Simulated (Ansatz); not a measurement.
# Zr: frozen-core PAW against all-electron methods

```
Zr
1.0
    -1.82810    1.81000    1.81000
     1.81000   -1.82810    1.81000
     1.81000    1.81000   -1.82810
Zr
1
Direct
  0.00000 0.00000 0.00000
```

The geometry is COD entry 9008559, unchecked; take it as a test cell. The listed cell was then made from it by scaling, straining or moving an atom.

Methods: DFT, PBEsol, PAW with Ansatz's default frozen-core files, scalar-relativistic (Ansatz 0.2.0); DFT, PBEsol, all-electron PAW with datasets made for the crystal, scalar-relativistic (Ansatz 0.2.0); DFT, PBEsol, all-electron LAPW, scalar-relativistic (Ansatz 0.2.0).

For PAW: a Γ-centred 14×14×14 k mesh, Fermi–Dirac smearing of 0.08 eV, cutoff 420 eV, no spin polarisation; the PAW files were made with PBE, and the program remakes their frozen cores for this functional. The crystal-made all-electron datasets (AE datasets) take a cutoff of 240 eV at this cell. LAPW targets a basis error of 0.5 meV/atom. The Ansatz runs share mesh, smearing and spin set-up. Plane-wave (PAW) pressures include the program's estimate of the Pulay term.

Stress and pressure are positive in compression.

The change that made this cell: equal xy, yz and zx engineering shear strains of -1 %.

Spin–orbit coupling is left out, which moves gradients at and beside heavy atoms by some per cent and at worst by a factor of two.

In a metal, gradients converge slowly with the k mesh: the values move by tens of per cent from one mesh to another, at times in sign, so only the comparison on one mesh counts.

```json
{"quantity": "pressure (GPa)", "PAW": "-6.69", "AE datasets": "-6.66", "LAPW": "-6.66"}
{"quantity": "stress yz (GPa)", "PAW": "0.26", "AE datasets": "0.26", "LAPW": "0.26"}
{"quantity": "stress xz (GPa)", "PAW": "0.26", "AE datasets": "0.26", "LAPW": "0.26"}
{"quantity": "stress xy (GPa)", "PAW": "0.26", "AE datasets": "0.26", "LAPW": "0.26"}
{"quantity": "field gradient Vzz at Zr (10²¹ V/m²)", "PAW": "1.12", "AE datasets": "1.11", "LAPW": "–"}
```

PAW's pressure differs from the LAPW value by -0.02 GPa.
